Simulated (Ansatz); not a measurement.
A calculation with Ansatz 0.2.0 of CaO (ASE script, Cartesian positions):

File run.py:

```python
import json

import numpy as np

import ansatz as az

calculation = (
    az.Crystal.from_extxyz("CaO.xyz")
    .calculation()
    .kpoints(10, 10, 10)
    .functional("r2scan", dispersion="rvv10")
    .pseudopotentials(kind="paw", source="ansatz")
    .occupations(method="tetrahedron")
    .density()
    .potential()
    .output_files(volumetric_format="npy")
    .electron_localization_function()
    .forces()
    .stress()
)
outcome = calculation.run(threads=2, events_out="events.jsonl")

report = outcome.report
for line in open("events.jsonl"):
    event = json.loads(line)
    if event["event"] == "scf_iter":
        d = event["data"]
        print(f"SCF {d['iter']:3d}  HF = {d['harris_foulkes_ev']:.6f} eV  dr2 = {d['dr2_ev']:.2e} eV")
    elif event["event"] in ("relax_step", "md_step"):
        d = event["data"]
        print(f"{event['event']} {d['step']:3d}  E = {d['lagrangian_ev']:.6f} eV")
np.set_printoptions(precision=5, suppress=True, linewidth=110)
print("converged:", report["converged"], "after", report["n_iterations"], "iterations")
print(f"free energy {report['free_energy_ev']:.6f} eV, Fermi level {report['fermi_energy_ev']:.4f} eV")
for key in ("band_edges_ev", "magnetization_mub", "site_moments_mub", "site_moments_nc_mub", "forces_ev_ang",
                "stress_gpa", "kpoints_frac", "eigenvalues_ev"):
    if report.get(key) is not None:
        print(key, np.array(report[key]), sep="\n")
```

Contents of CaO.xyz:

```xyz
2
Lattice="0.0000000000 2.4035556960 2.4035556960 2.4035556960 0.0000000000 2.4035556960 2.4035556960 2.4035556960 0.0000000000" Properties=species:S:1:pos:R:3 pbc="T T T"
Ca     0.0000000000      0.0000000000      0.0000000000
O      2.4035556960      2.4035556960      2.4035556960
```

Potentials or basis: Ansatz PAW earlier set.

Run with:

```console
$ python run.py
```

The cell is a database's computed one.

**Question.** Write the same calculation in another form: native input, structure typed inline.

**Answer.** As run:

The input input.yaml:

```yaml
crystal:
  lattice:
    - [0.0, 2.403555696, 2.403555696]
    - [2.403555696, 0.0, 2.403555696]
    - [2.403555696, 2.403555696, 0.0]
  atoms:
    - { symbol: Ca, position: [0.0, 0.0, 0.0] }
    - { symbol: O, position: [0.5, 0.5, 0.5] }
hamiltonian:
  xc: r2scan
  pseudopotentials: { kind: paw, source: ansatz }
  dispersion: rvv10
kpoints:
  mp_grid: { grid: [10, 10, 10] }
scf:
  occupations: { method: tetrahedron }
output:
  forces: true
  stress: true
  write_density: true
  write_potential: true
  elf: true
  volumetric_format: npy
```

Potentials or basis: Ansatz PAW earlier set.

Command:

```sh
$ ansatz run input.yaml --threads 2 --pin off --max-ram 5120MiB --backend cpu --events-out ev --progress --plain --runs-dir out
```

Both were run:

|  | ASE script, Cartesian positions | native input, structure typed inline |
| --- | --- | --- |
| Pressure | -2.0 GPa | -2.0 GPa |
| Band gap on the k mesh | 4.17 eV, indirect (least direct gap 4.54 eV) | 4.17 eV, indirect (least direct gap 4.54 eV) |

Keys that steer only the numerical path or the files written may differ.

Caveat: the PAW data sets come from PBE, with cores solved anew for the run's functional, which leaves a small shift of forces and pressure; with tetrahedron occupations forces and stress needn't match the slope of the energy.
